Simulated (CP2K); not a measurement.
Band structure of Sb₂Te₃ (R-3m, 5 atoms in the cell).

```
CELL_PARAMETERS angstrom
     10.98883     0.00000     0.00000
     10.12905     4.26108     0.00000
     10.12905     2.04380     3.73895
ATOMIC_POSITIONS crystal
  Sb 0.60420 0.60420 0.60420
  Sb 0.39580 0.39580 0.39580
  Te 0.78254 0.78254 0.78254
  Te 0.21746 0.21746 0.21746
  Te 0.00000 0.00000 0.00000
```

Level of theory: PBE, GPW, DZVP-MOLOPT-SR-GTH basis, GTH-PBE potentials (GTH_POTENTIALS) run with CP2K 2026.2.

Settings: CUTOFF = 400 Ry; REL_CUTOFF = 50 Ry; SMEAR/METHOD = GAUSSIAN; SIGMA = 0.2 eV; KPOINTS/SCHEME = MONKHORST-PACK 4 4 4; GAMMA_CENTERED = T; XC_FUNCTIONAL = PBE; Sb/BASIS_SET = DZVP-MOLOPT-SR-GTH; Sb/POTENTIAL = GTH-PBE-q5; Te/BASIS_SET = DZVP-MOLOPT-SR-GTH; Te/POTENTIAL = GTH-PBE-q6; METHOD = GPW; EPS_DEFAULT = 1e-10; EXTRAPOLATION = USE_GUESS.

The starting cell comes from a database of computed structures (which also holds hypothetical and non-ambient phases and stackings), without a prior relaxation at this level. Its lattice was rescaled by a random factor within 2.5 % of one. Spin-orbit coupling is off. Values carry the incompleteness of an atom-centred basis. The run gives no clean gap (levels at the Fermi energy touch, overlap or are partly filled at this smearing), which alone does not show that the compound is a metal.

Levels in eV from the Fermi level, bands 11 to 16:
```
point     11     12     13     14    15    16
-----  -----  -----  -----  -----  ----  ----
Γ      -1.79  -1.11  -1.11  -0.17  0.11  0.50
L      -2.93  -2.10  -1.26  -0.79  0.43  1.05
Z      -1.23  -1.20  -1.20  -0.73  0.49  0.70
F      -2.19  -1.78  -1.49  -1.27  0.80  1.14
P1     -2.48  -1.59  -1.43  -1.29  0.89  1.09
P      -2.48  -1.59  -1.43  -1.29  0.89  1.09
```

No band crosses the Fermi level by more than 0.03 eV along this path.

Higher empty bands are left out: an atom-centred basis made for the valence describes them poorly.
